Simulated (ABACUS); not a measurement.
BAs under changes of volume

One of the cells (13.626 Å³/atom); the others are scaled copies at fixed shape and fractional positions:

```xyz
2
Lattice="-2.3885 0.0000 2.3885 0.0000 2.3885 2.3885 -2.3885 2.3885 0.0000" Properties=species:S:1:pos:R:3 pbc="T T T"
As   -1.1943    1.1943    1.1943
B     0.0000    0.0000    0.0000
```

- Program: ABACUS 3.10.1
- Functional: PBE
- Potentials or basis: PseudoDojo NC FR 0.4 PBE stringent
- Cutoff: 1429 eV
- Density cutoff: 5714 eV
- Basis: DZP LCAO (the cutoffs set its grid)
- k mesh: 6 × 6 × 6
- Occupations: fermi-dirac, width 0.05 eV
- Spin: spin-orbit coupling, no magnetisation

```tsv
volume (Å³/atom)	energy over the lowest point (meV/atom)	pressure (GPa)	gap on the mesh (eV)
12.809	61.09	15.9	1.25
13.081	37.24	12.0	1.26
13.354	20.03	8.5	1.27
13.626	?	?	?
13.899	1.84	2.4	1.29
14.171	0.00	-0.2	1.31
14.444	2.72	-2.6	1.32
```

Task: What does the run at 13.626 Å³/atom give?

Result: Energy over the lowest point 8.32 meV/atom; pressure 5.3 GPa; gap on the mesh 1.28 eV.

Worked out: A Birch-Murnaghan fit of order 3 (a polynomial in V^(-2/3)) to the other rows has its minimum at 14.14 Å³/atom with B0 = V·E''(V) = 133 GPa and B' = 3.9. It gives 8.28 meV/atom at 13.626 Å³/atom, against the run's 8.32, and -dE/dV = 5.3 GPa, against 5.3. A straight line through the other rows of the gap, of slope 0.588 eV per unit of ln V, gives 1.28 eV, against the run's 1.28.

Energies are extrapolated to zero smearing.

Caveats: the atomic orbitals were generated for these runs and aren't a published set; the basis of atomic orbitals isn't converged, which shifts pressures, moduli and gaps.

A mesh can miss the band edges.
